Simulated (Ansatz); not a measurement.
**GaAs: a tetragonal deformation path**

One table from this session's results is given with a row withheld; the runs are named, their logs left out.

Computed with Ansatz 0.2.0 (DFT r2SCAN, scalar-relativistic, plane waves, PAW, unless a step's input says otherwise).

### Starting point

It takes space group F-43m (No. 216, cubic). Conventional cell: a = 5.654 Å, b = 5.654 Å, c = 5.654 Å, α = 90.00°, β = 90.00°, γ = 90.00°. Ga (site symmetry -43m) has 4 As at 2.45 Å in its first shell of neighbours. Around As (site symmetry -43m) lie 4 Ga at 2.45 Å.

Structure file:

```cif
data_structure
_symmetry_space_group_name_H-M 'F-43m'
_symmetry_Int_Tables_number 216
_cell_length_a 5.6537
_cell_length_b 5.6537
_cell_length_c 5.6537
_cell_angle_alpha 90.000
_cell_angle_beta 90.000
_cell_angle_gamma 90.000
_cell_volume 180.72
loop_
_atom_site_label
_atom_site_type_symbol
_atom_site_symmetry_multiplicity
_atom_site_Wyckoff_symbol
_atom_site_fract_x
_atom_site_fract_y
_atom_site_fract_z
_atom_site_occupancy
Ga1 Ga 4 a 0.00000 0.00000 0.00000 1
As1 As 4 c 0.25000 0.25000 0.25000 1
```

No relaxation comes first: the listed cell is the starting point.

### The reference cell

Reference values: F = -8655.7568 eV; pressure 0.51 GPa; largest force 0.000 eV/Å; gap on the mesh 1.02 eV. It was computed beforehand with the settings of the runs below.

The first run:

At fixed volume and fractional coordinates, lengths along (0.000, 0.000, 1.000) are scaled against those across it; ρ is that ratio over its starting value.

The input, input.yaml:

```yaml
crystal:
  lattice:
    - [0.0, 3.1731915787, 2.2434464461]
    - [3.1731915787, 0.0, 2.2434464461]
    - [3.1731915787, 3.1731915787, 0.0]
  atoms:
    - { symbol: Ga, position: [0.0, 0.0, 0.0] }
    - { symbol: As, position: [0.75, 0.75, 0.75] }
basis:
  ecutwfc: 500
kpoints:
  mp_grid: { grid: [10, 10, 10] }
hamiltonian:
  xc: r2scan
scf:
  occupations: { method: gaussian, width: 0.05 }
output:
  forces: true
  stress: true
  eigenvalues: true
  write_density: true
  write_potential: true
  elf: true
  volumetric_format: npy
```

Launch:

```sh
$ ansatz run input.yaml --threads 1 --pin off --max-ram 2560MiB --backend cpu --events-out ev --progress --plain --runs-dir out
```

Steps of the session up to this table: Point ρ = 0.707; ρ = 1.414; Point ρ = 0.850; ρ = 1.200; Point ρ = 0.780; At ρ = 1.300; ρ = 0.920; Point ρ = 1.100; At ρ = 0.650; At ρ = 1.500; At ρ = 0.960; ρ = 1.050.

One of the session's tables, all rows but one given; the rest of the session is left out.

```
    ρ  ΔE (meV/atom)  pressure (GPa)  gap on the mesh (eV)
0.650          321.4            -3.1                  0.00
0.707          236.6            -1.9                  0.00
0.780          139.8            -0.7                  0.00
0.850           67.4             0.0                  0.25
0.920              ?               ?                     ?
0.960            5.0             0.5                  0.85
1.000            0.0             0.5                  1.02
1.050            8.0             0.5                  0.89
1.100           32.2             0.4                  0.71
1.200          128.6             0.3                  0.18
1.300          279.6             0.3                  0.00
1.414          484.5             0.4                  0.00
1.500          618.0             0.5                  0.00
```

**Question.** Estimate the row for ρ = 0.920.

Worked estimate for «ΔE (meV/atom)». A straight line through the neighbours (0.850, 67.4) and (0.960, 5.0) gives 67.4 + (5.0 − 67.4) × (0.920 − 0.850) / (0.960 − 0.850) = 27.7; a parabola fitted to 4 rows on both sides gives 20.4.

**Answer.** ΔE (meV/atom): 19.8; pressure (GPa): 0.4; gap on the mesh (eV): 0.68. In «ΔE (meV/atom)» the line misses by +7.9 and the parabola by +0.6.

Where the gap reads zero, the mesh chosen for the insulator is on the coarse side.
